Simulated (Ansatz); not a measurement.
Crystal: Ge.

```
CELL_PARAMETERS angstrom
1.39715 -2.60052 0.00000
1.39715 2.60052 0.00000
0.00000 0.00000 2.69823
ATOMIC_POSITIONS crystal
Ge 0.50000 0.50000 0.00000
```

This isn't the form of Ge at room conditions, which is diamond.

```yaml
Program: Ansatz 0.2.0
Task: single point
Functional: PBE
Potentials_or_basis: all-electron LAPW, scalar-relativistic
Cutoff: 247 eV (chosen from the basis error)
Basis_error_allowed: 0.001 eV/atom
k_mesh: 11 × 11 × 10
Occupations: fermi-dirac, width 0.05 eV
Spin: no spin polarisation
```

On this cell: pressure -0.6 GPa; band gap on the k mesh none (metal or under the smearing width).

The same run follows on a disturbed copy (cell strained at random at fixed volume):

```
Ge
1.0
     1.36702   -2.63255    0.01333
     1.36007    2.62881    0.00776
     0.02036   -0.00289    2.73319
Ge
1
Cartesian
  1.4077 -0.0092 -0.0083
```

Q: What does the disturbed cell give?

A: The energy (extrapolated to zero smearing) moves by +13.5 meV/atom; pressure -0.2 GPa; band gap on the k mesh none (metal or under the smearing width).

Stress tensor (GPa, compression positive):
```
 4.05 -0.09 -0.33
-0.09 -1.49  0.07
-0.33  0.07 -3.01
```
